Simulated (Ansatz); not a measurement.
MgO at -3 GPa: from Born charge to LO–TO splitting and polaron coupling

These are results of DFT PBE, scalar-relativistic, plane waves, PAW in Ansatz 0.2.0, not measurements. Cutoff 420 eV, 10×10×10 k-points (Γ-centred), fixed occupations. No spin polarisation. Phonons by linear response, acoustic sum rule imposed.

The cell, relaxed at -3 GPa:
Space group Fm-3m (No. 225). a = 4.284 Å, b = 4.284 Å, c = 4.284 Å, α = 90.00°, β = 90.00°, γ = 90.00°
```
atom site symmetry x y z
  Mg    4a m-3m  0.0000  0.0000  0.0000
   O    4b m-3m  0.5000  0.0000  0.0000
```

Linear response gives ν_TO = 345.4 cm⁻¹, Born charges ±2.007 e (positive on Mg) and ε∞ = 3.268. The primitive cell holds 19.650 Å³, and the masses are 24.305 and 15.999 amu.

Q: Find ν_LO and the static dielectric constant.

A: The long-wave field adds a restoring force: ω_LO² − ω_TO² = Z*²e²/(ε_vac ε∞ μV). In these units ν_LO² − ν_TO² = 4.92064×10⁷ Z*²/(μ V ε∞) cm⁻², with μ = m₁m₂/(m₁ + m₂) = 9.648 amu: 320060 cm⁻². So ν_LO = √(345.4² + 320060) = 662.8 cm⁻¹, and the run gives 662.8. Lyddane–Sachs–Teller then gives ε0 = ε∞ (ν_LO/ν_TO)² = 12.04, against 12.04 in the run (it forms both from the same three quantities, so the match checks the arithmetic only). Between ν_TO and ν_LO the dielectric function is negative and an undamped crystal reflects fully: a reststrahlen band from 15.1 to 29.0 μm.

Q: What do the Clausius–Mossotti polarisability and the Szigeti charge come to?

A: With the Lorentz local field, α = (3V/4π)(ε∞ − 1)/(ε∞ + 2) = 2.02 Å³ for the pair, and e_S = 3Z*/(ε∞ + 2) = 1.14 e. The Born charge includes the electrons' response to the dipole's own local field, and e_S takes that enhancement out. The Lorentz field assumes point-like polarisable ions, a fair picture at this small ε∞.

Q: How strongly does a slow electron couple to the LO mode?

A: For one isotropic parabolic band, Fröhlich's constant is α_F = (1/ε∞ − 1/ε0) √(m* Ry/ħω_LO), with Ry = 13.606 eV, ħω_LO = 82.2 meV and m* in free-electron masses: α_F = 0.2229 × 12.87 × √m* = 2.87 √m*. The band mass isn't part of this run; for m* = 0.1, 0.3 and 1 it gives 0.91, 1.57, 2.87. In weak coupling the polaron lies α_F ħω_LO below the band edge (129 meV at m* = 0.3) with a mass m*(1 + α_F/6); past α_F of about 5 or 6 that expansion fails. A semilocal functional's ε∞ tends to be too large, which taken alone lowers α_F.

Cost: 1 run of about 0.21 core-minutes, on Arm Neoverse V1 (shared hosts).

The Born charge of 2.007 e is almost the nominal ionic charge, as expected for a closed-shell oxide with little dynamical charge transfer along the bond. The wide LO–TO splitting therefore needs no anomalous charge: near-nominal charges in a small cell, light ions and weak electronic screening suffice. The Szigeti charge falls well below the formal value, which reflects distortion of the ions' shells by short-range overlap as they move, and is not a measure of static charge transfer.

Most of the static dielectric constant comes from the lattice. Its value of 12.04 is clearly above that known for MgO at ambient pressure, and the TO mode is correspondingly soft. Tension and PBE's tendency to overestimate the lattice constant both weaken the short-range repulsion that stiffens this mode; a single pressure can't separate them. For a light conduction-band mass, the coupling suggests a large, mobile electron polaron. This doesn't carry over to holes in the flatter, degenerate O 2p bands, where short-range coupling may favour localisation.
